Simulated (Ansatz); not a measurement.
Here is an unrelaxed guess for Ge.

```cif
data_structure
_symmetry_space_group_name_H-M 'Cmcm'
_symmetry_Int_Tables_number 63
_cell_length_a 11.3277
_cell_length_b 6.8919
_cell_length_c 6.3124
_cell_angle_alpha 90.000
_cell_angle_beta 90.000
_cell_angle_gamma 90.000
_cell_volume 492.81
loop_
_atom_site_label
_atom_site_type_symbol
_atom_site_symmetry_multiplicity
_atom_site_Wyckoff_symbol
_atom_site_fract_x
_atom_site_fract_y
_atom_site_fract_z
_atom_site_occupancy
Ge1 Ge 8 f 0.50000 0.27337 0.06901 1
Ge2 Ge 16 h 0.32609 0.84358 0.43330 1
```

Theory: DFT PBE, scalar-relativistic, plane waves, PAW in Ansatz. Settings: cutoff 420 eV, Γ-centred mesh 4×4×4 on the computed 12-atom cell, Gaussian smearing of 0.10 eV; no spin polarisation.

Energies count from the standard state of Ge at the same level.

Problem. How far from equilibrium is it?

Solution. The pressure is 18.3 GPa (the mean over three directions, positive in compression), the largest force is 2.33 eV/Å, and the energy is +0.42 eV/atom against the standard state. The shortest distance is 2.28 Å.

Problem. How much does it gain on relaxing, and where does it end?

Solution. Relaxing gains about 0.40 eV/atom (the start's value is from the coarse mesh, so the gain is rough) in 11 ionic steps and ends at +0.01 eV/atom on the finer mesh. The symmetry goes from Cmcm (No. 63) to P6_3/mmc (No. 194), and the primitive cell from 12 to 4 atoms. The end has the lonsdaleite type. The volume per atom grows by 16.2 %, from 20.5 to 23.9 Å³. The shortest distance goes from 2.28 Å (Ge–Ge) to 2.49 Å (Ge–Ge). Conventional cell: a = 4.058 Å, c = 6.692 Å. Ge is surrounded by 4 Ge at 2.49–2.51 Å.

The last run used a 12×12×8 mesh (in the run's order of axes) for its 4-atom cell and Gaussian smearing of 0.10 eV. The relaxation can't lower the symmetry of the start. A later test with randomly moved atoms came back to the same energy, though modes that don't fit the test's cell weren't probed.
